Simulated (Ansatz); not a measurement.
The cell is HfSiO4 on the sites of monoclinic HfO2 (relaxed group P2_1); cell and atoms were relaxed with r2SCAN. Around Hf lie 7 O at 2.06–2.23 Å; around Si lie 5 O at 1.70–1.79 Å; around O lie 1 Si at 1.75 Å and 2 Hf at 2.06–2.11 Å; around O lie 1 Si at 1.70 Å and 2 Hf at 2.18–2.23 Å; around O lie 2 Si at 1.71–1.79 Å and 1 Hf at 2.23 Å; around O lie 1 Si at 1.77 Å and 2 Hf at 2.07–2.11 Å.

Space group P2_1 (No. 4). a = 4.993 Å, b = 4.772 Å, c = 5.033 Å, α = 90.00°, β = 97.73°, γ = 90.00°
```
atom  site  symmetry       x       y       z
  Hf    2a         1  0.4730  0.5182  0.2888
  Si    2a         1  0.0592  0.5341  0.8006
   O    2a         1  0.7314  0.1914  0.4088
   O    2a         1  0.7837  0.6750  0.6140
   O    2a         1  0.1221  0.7514  0.0711
   O    2a         1  0.3480  0.3299  0.9123
```

3 runs of the plane-wave code Ansatz on this cell differ in the functional (and in the settings that go with it). Levels are in eV from each run's valence top; v1 is the last filled band, c1 the first empty one.

Run A, mean stress +6.9 GPa (compression positive):
```
point     v5     v3     v1    c1    c2    c3
    Γ  -1.16  -0.81  -0.20  3.30  3.99  4.77
    Z  -1.60  -1.14  -0.31  3.44  3.44  5.10
    D  -1.65  -0.95  -0.39  3.40  3.40  5.50
    B  -1.44  -1.02   0.00  2.80  3.89  5.23
```

Run B, mean stress -0.6 GPa (compression positive):
```
point     v5     v3     v1    c1    c2    c3
    Γ  -1.17  -0.80  -0.20  5.76  6.51  7.32
    Z  -1.63  -1.18  -0.31  5.90  5.90  7.71
    D  -1.68  -0.98  -0.40  5.85  5.85  8.13
    B  -1.47  -1.04   0.00  5.24  6.40  7.81
```

Run C, mean stress -0.6 GPa (compression positive):
```
point     v5     v3     v1    c1    c2    c3
    Γ  -1.17  -0.81  -0.20  4.99  5.73  6.57
    Z  -1.63  -1.18  -0.31  5.13  5.13  6.93
    D  -1.68  -0.98  -0.40  5.08  5.08  7.36
    B  -1.47  -1.04   0.00  4.47  5.62  7.03
```

**Question.** Match the runs to PBE, HSE06, PBE0.

**Answer.** A is PBE, B is PBE0, C is HSE06. In order of the gap: PBE 2.80, HSE06 4.47, PBE0 5.24 eV.

These are computed values for a spin-unpolarised cell that may be hypothetical; none is a measurement.

Spin-orbit coupling is left out, which matters wherever the heavy atoms make up the band edges.

The stress of a hybrid is loosely converged in these runs.

The meshes of the hybrids are coarse, so their gaps aren't converged to the digits shown.
